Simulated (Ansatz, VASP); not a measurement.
## Two plane-wave programs on TiO2

INCAR

```
PREC = Accurate ; ENCUT = 520
EDIFF = 1E-6 ; ISMEAR = 0
SIGMA = 0.012 ; LREAL = F
LASPH = T ; NELM = 100
ALGO = Normal ; ISIF = 2
LWAVE = F ; LCHARG = F
GGA = PE ; NBANDS = 33
```

The input KPOINTS:

```
regular mesh
0
Gamma
  6 6 9
```

The input POSCAR:

```
TiO2
1.0
    4.5998373239      0.0000000000      0.0000000000
    0.0000000000      4.5998373239      0.0000000000
    0.0000000000      0.0000000000      2.9592135600
Ti O
2 4
Direct
    0.0000000000      0.0000000000      0.5000000000
    0.5000000000      0.5000000000      0.0000000000
    0.3043213200      0.3043213200      0.5000000000
    0.1956786800      0.8043213200      0.0000000000
    0.8043213200      0.1956786800      0.0000000000
    0.6956786800      0.6956786800      0.5000000000
```

input.yaml

```yaml
crystal:
  lattice:
    - [4.5998373239, 0.0, 0.0]
    - [0.0, 4.5998373239, 0.0]
    - [0.0, 0.0, 2.95921356]
  atoms:
    - { symbol: Ti, position: [0.0, 0.0, 0.5] }
    - { symbol: Ti, position: [0.5, 0.5, 0.0] }
    - { symbol: O, position: [0.30432132, 0.30432132, 0.5] }
    - { symbol: O, position: [0.19567868, 0.80432132, 0.0] }
    - { symbol: O, position: [0.80432132, 0.19567868, 0.0] }
    - { symbol: O, position: [0.69567868, 0.69567868, 0.5] }
hamiltonian:
  xc: pbe
  pseudopotentials: { kind: paw }
kpoints:
  mp_grid: { grid: [6, 6, 9] }
scf:
  occupations: { method: gaussian, width: 0.012 }
output:
  forces: true
  stress: true
  eigenvalues: true
```

The cell is a database's computed one.

Alike in both runs: task single point; functional PBE; k mesh 6 × 6 × 9; occupations gaussian, width 0.012 eV; no spin polarisation.

|  | VASP | Ansatz |
| --- | --- | --- |
| version | VASP 6.6.1 | Ansatz 0.2.0 |
| potentials or method | VASP PAW PBE potentials, release 64 (Ti_sv, O) | Ansatz PAW |
| plane-wave cutoff (eV) | 520 | 420 |
| valence electrons in the cell | 48 | 48 |

|  | VASP | Ansatz | Ansatz less VASP |
| --- | --- | --- | --- |
| gap on the k mesh at the Fermi level (eV) | 1.84 | 1.87 | +0.027 |
| least direct gap on the mesh (eV) | 1.84 | 1.87 | +0.027 |
| pressure (GPa) | 4.9 | 4.2 | -0.68 |
| largest component of the traceless stress (GPa) | 0.35 | 0.55 | +0.198 |
| rms of the force components (eV/Å) | 0.010 | 0.002 | -0.0079 |

Atom by atom the forces differ by 0.012 eV/Å (rms over components). The functional is the same, so the differences come from potentials, cutoffs and numerics.

Caveats: an odd mesh through Γ misses points on the zone boundary, where band edges often lie (VASP); odd divisions of the mesh miss points on the zone boundary, where band edges often lie, so the gap on the mesh can be too wide (Ansatz); the pressure holds a Pulay correction of +0.7 GPa for the finite cutoff (Ansatz). PBE gaps usually lie below the measured ones, often by a third to a half.
